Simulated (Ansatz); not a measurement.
A run of Ansatz 0.2.0 is set up as follows.

File input.yaml:

```yaml
crystal:
  lattice:
    - [3.653659, 0.0, 0.0]
    - [0.0, 3.653659, 0.0]
    - [0.0, 0.0, 3.653659]
  atoms:
    - { symbol: Pb, position: [0.0, 0.0, 0.0] }
    - { symbol: S, position: [0.5, 0.5, 0.5] }
hamiltonian:
  xc: rpbe
  pseudopotentials: { kind: paw }
  dispersion: d4
kpoints:
  mp_grid: { grid: [7, 7, 7] }
scf:
  occupations: { method: fermi_dirac, width: 0.05 }
output:
  forces: true
  stress: true
  eigenvalues: true
relax:
  f_tol: 0.01
  max_steps: 40
  cell: { stress_tol: 0.05 }
```

Potentials or basis: Ansatz PAW.

The run is started by

```bash
$ ansatz run input.yaml --threads 2 --pin off --max-ram 5632MiB --backend cpu --events-out ev --progress --plain --runs-dir out
```

(1) Predict the band gap on the k mesh.

(2) Estimate the relaxed volume.

Answers

(1) none (metal or under the smearing width).

(2) 23.37 Å³/atom.

Caveat: pairwise dispersion overbinds metals, which lowers pressure and volume; the PAW data sets come from PBE, with cores solved anew for the run's functional, which leaves a small shift of forces and pressure.
